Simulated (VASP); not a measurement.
Write the native input for VASP 6.6.1 that does the following.

| Quantity | Value |
| --- | --- |
| Task | relaxation of cell and atoms |
| Functional | PBEsol |
| Potentials or basis | VASP PAW PBE potentials, release 64 (K_sv, Br) |
| Cutoff | 600 eV |
| k mesh | 6 × 6 × 6 |
| Occupations | gaussian, width 0.01 eV |
| Spin | no spin polarisation |
| Dipole correction | no |
| Further INCAR settings | ALGO = Fast; EDIFF = 1e-07; IBRION = 2; EDIFFG = -0.001; NSW = 80; ISIF = 3 |

The structure of KBr lies in POSCAR:

```
KBr
1.0
    0.0000000000      3.2745321134      3.2745321134
    3.2745321134      0.0000000000      3.2745321134
    3.2745321134      3.2745321134      0.0000000000
K Br
1 1
Direct
    0.0000000000      0.0000000000      0.0000000000
    0.5000000000      0.5000000000      0.5000000000
```

The cell isn't the ideal one: cell and atoms relaxed tightly for response.

These files were run (other wordings do the same):

INCAR

```
SYSTEM = KBr
PREC     = Accurate       ! precision mode
ENCUT    = 600            ! plane-wave cutoff, eV
EDIFF    = 1E-7           ! SCF threshold, eV
ISMEAR   = 0              ! smearing method
SIGMA    = 0.01           ! smearing width, eV
LREAL    = .False.        ! projectors in reciprocal space
LASPH    = .True.         ! aspherical terms in the spheres
NELM     = 100            ! most SCF steps
ALGO     = Fast           ! electronic algorithm
ISIF     = 3              ! what is computed and relaxed
LWAVE    = .False.        ! write WAVECAR
LCHARG   = .False.        ! write CHGCAR
GGA      = PS             ! functional
IBRION   = 2              ! ionic algorithm
NSW      = 80             ! ionic steps
EDIFFG   = -0.001         ! ionic threshold
```

KPOINTS

```
Automatic mesh
0
Gamma
  6 6 6
  0 0 0
```

Potentials or basis: VASP PAW PBE potentials, release 64 (K_sv, Br).

The run is started by

```console
$ cat potpaw_PBE.64/K_sv/POTCAR potpaw_PBE.64/Br/POTCAR > POTCAR
$ mpirun -np 1 vasp_std > vasp.out
```

It gave:

```
Relaxed volume                         : 35.27 Å³/atom
Relaxed cell                           : a = 4.638 Å, b = 4.638 Å, c = 4.638 Å, α = 60.00°, β = 60.00°, γ = 60.00°
Space group after relaxing (to 0.05 Å) : Fm-3m (No. 225)
Energy gained by relaxing              : 0.0 meV/atom
Ionic steps                            : 3
Pressure after relaxing                : 0.0 GPa
Band gap on the k mesh                 : 4.32 eV, direct
```

Caveat: the PAW data sets were made with another functional, which shifts forces and pressure a little.

Wall time 73 s on 1 thread of Intel(R) Xeon(R) Platinum 8259CL CPU @ 2.50GHz (Skylake/Cascade Lake) (shared host), peak memory 0.24 GiB.
